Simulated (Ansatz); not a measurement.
# BN: the cost of one run

Program: the Python package of Ansatz 0.2.0. Level of theory: DFT r2SCAN, plane waves, PAW. These are calculated values, not measurements.

## Step 1: The system

The structure is tetragonal, space group P4_2/mnm (No. 136). Conventional cell: a = 4.424 Å, b = 4.424 Å, c = 2.550 Å, α = 90.00°, β = 90.00°, γ = 90.00°. B (site symmetry m2m) has 4 N at 1.54 to 1.60 Å in its first shell of neighbours. Around N (site symmetry m2m) lie 4 B at 1.54 to 1.60 Å.

No structure file is read: the coordinates are typed or built in the script.

## Step 2: Script

run_optics.py reads:

```python
"""Dielectric function of BN against photon energy."""

from dataclasses import dataclass
import warnings

import ansatz
import matplotlib.pyplot as plt
import numpy as np


@dataclass(frozen=True)
class Options:
    kgrid: tuple[int, ...] = (4, 4, 8)


opts = Options()


def main() -> None:
    warnings.simplefilter("ignore", ansatz.DeckWarning)

    vectors = np.array([
        [4.424223, 0.0, 0.0],
        [0.0, 4.424223, 0.0],
        [0.0, 0.0, 2.550356],
    ])
    cell = (
        ansatz.Lattice.of(vectors)
        .atom("B", [0.174283, 0.825717, 0.5])
        .atom("B", [0.325717, 0.325717, 0.0])
        .atom("B", [0.674283, 0.674283, 0.0])
        .atom("B", [0.825717, 0.174283, 0.5])
        .atom("N", [0.812601, 0.812601, 0.5])
        .atom("N", [0.312601, 0.687399, 0.0])
        .atom("N", [0.687399, 0.312601, 0.0])
        .atom("N", [0.187399, 0.187399, 0.5])
    )

    model = cell.calculation()
    model = model.basis(23 * ansatz.Ha)
    model = model.occupations(ansatz.OccupationsMethod.FIXED).functional(ansatz.Functional.R2SCAN)
    model = model.kpoints(*opts.kgrid)
    model = model.optics(energy_step=0.05, nscf_kmesh=(6, 6, 10), broadening_width=0.2, scissors=1.5, spectra_wanted_up_to=6)
    out = model.run(threads=1)
    spectra = out.optics()
    energy, filling = np.asarray(spectra.photon_energy_ev), spectra.band_filling
    gapped = filling.kind == "insulating"
    eps1 = np.asarray(filling.eps1 if gapped else filling.eps1_interband)[:3].mean(axis=0)
    eps2 = np.asarray(filling.eps2 if gapped else filling.eps2_interband)[:3].mean(axis=0)
    print("filling:", filling.kind, "- valid up to", round(spectra.valid_up_to_ev, 2), "eV,", spectra.n_bands, "bands")
    top = min(8, spectra.valid_up_to_ev)
    # mean of xx, yy and zz; between bands only where the bands are partly filled
    shown = energy <= top
    plt.figure(figsize=(4.8, 3.2))
    plt.plot(energy[shown], eps1[shown], label="eps1")
    plt.plot(energy[shown], eps2[shown], label="eps2")
    plt.xlabel("photon energy (eV)")
    plt.legend()
    plt.tight_layout()
    plt.savefig("optics.png", dpi=100)
    peak = int(np.argmax(np.where(shown & (energy > 0.3), eps2, 0)))
    print(f"strongest absorption at {energy[peak]:.2f} eV, eps2 = {eps2[peak]:.2f}")
    if gapped:
        print("eps_inf, bands beyond those summed included:", np.round(filling.eps_inf[:3], 3))
    print("f-sum electrons:", np.round(filling.get("f_sum_n_eff"), 3))


if __name__ == "__main__":
    main()
```

## Step 3: What the engine is handed

The engine receives this input:

```yaml
crystal:
  lattice:
    - [4.424223, 0.0, 0.0]
    - [0.0, 4.424223, 0.0]
    - [0.0, 0.0, 2.550356]
  atoms:
    - { symbol: B, position: [0.174283, 0.825717, 0.5] }
    - { symbol: B, position: [0.325717, 0.325717, 0.0] }
    - { symbol: B, position: [0.674283, 0.674283, 0.0] }
    - { symbol: B, position: [0.825717, 0.174283, 0.5] }
    - { symbol: "N", position: [0.812601, 0.812601, 0.5] }
    - { symbol: "N", position: [0.312601, 0.687399, 0.0] }
    - { symbol: "N", position: [0.687399, 0.312601, 0.0] }
    - { symbol: "N", position: [0.187399, 0.187399, 0.5] }
basis:
  ecutwfc: 625.861883657724
kpoints:
  mp_grid:
    grid: [4, 4, 8]
hamiltonian:
  xc: r2scan
scf:
  occupations:
    method: fixed
output:
  optics:
    de: 0.05
    sigma: 0.2
    scissors: 1.5
    nscf_kmesh:
      grid: [6, 6, 10]
    bands:
      spectra_wanted_up_to: 6.0
```

## Step 4: The run

Command:

```console
$ python run_optics.py
```

Q: Estimate wall time and peak memory on 1 thread of Arm Neoverse V2, shared host.

About 1.9 min, with a peak of 0.96 GiB.
